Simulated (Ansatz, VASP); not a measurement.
# Two plane-wave programs on PtSe2

```
CELL_PARAMETERS angstrom
3.78359 0.00000 0.00000
-1.89180 3.27669 0.00000
0.00000 0.00000 5.07996
ATOMIC_POSITIONS crystal
Pt 0.00000 0.00000 0.00000
Se 0.33333 0.66667 0.25343
Se 0.66667 0.33333 0.74657
```

Alike in both runs: functional PBE; dispersion D3(BJ); k mesh 15 × 15 × 10; occupations gaussian, width 0.1 eV; no spin polarisation.

Ansatz relaxed the structure, and its values are those at the end. VASP's run is a single point on that final structure, the one shown.

```csv
,VASP,Ansatz
version,VASP 6.6.1,Ansatz 0.2.0
potentials or method,"VASP PAW PBE potentials, release 64 (Pt, Se)","scalar-relativistic, plane waves, PAW"
plane-wave cutoff (eV),520,420
valence electrons in the cell,22,50
```

```tsv
	VASP	Ansatz	Ansatz less VASP
gap on the k mesh at the Fermi level (eV)	none	none	-
pressure (GPa)	-2.4	-2.3	+0.03
```

A gap of «none» marks a metal or a gap that the smearing closes. The two sets of potentials don't hold the same shells in valence.

Caveats: pairwise dispersion overbinds metals, which lowers pressure and volume. Spin-orbit coupling is left out, which matters for the levels of Pt.
